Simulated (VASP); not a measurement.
Crystal: AlRu.

```
Ru Al
1.0
     2.99160    0.00000    0.00000
     0.00000    2.99160    0.00000
     0.00000    0.00000    2.99160
Ru Al
1 1
Cartesian
  1.4958 1.4958 1.4958
  0.0000 0.0000 0.0000
```

- Program: VASP 6.6.1
- Task: single point
- Functional: PBE
- Potentials or basis: VASP PAW PBE potentials, release 64 (Ru_pv, Al)
- Cutoff: 520 eV
- k mesh: 9 × 9 × 9
- Occupations: fermi-dirac, width 0.05 eV
- Spin: no spin polarisation

On this cell: pressure 2.5 GPa; largest force zero by symmetry; band gap on the k mesh none (metal or under the smearing width).

The same run follows on a disturbed copy (atoms moved at random, drawn with an rms of 0.05 Å):

```xyz
2
Lattice="2.9916 0.0000 0.0000 0.0000 2.9916 0.0000 0.0000 0.0000 2.9916" Properties=species:S:1:pos:R:3 pbc="T T T"
Ru    1.4868    1.5288    1.4593
Al   -0.0129   -0.0264    0.0300
```

Q: What does the disturbed cell give?

A: The energy (extrapolated to zero smearing) moves by +15.7 meV/atom; pressure 3.1 GPa; largest force 0.708 eV/Å; band gap on the k mesh none (metal or under the smearing width).

Forces in eV/Å, atoms in the order of the input:
```
Ru  -0.032 -0.472  0.527
Al   0.032  0.472 -0.527
```

Stress tensor (GPa, compression positive):
```
 3.35  0.04 -0.04
 0.04  3.04 -0.62
-0.04 -0.62  2.96
```
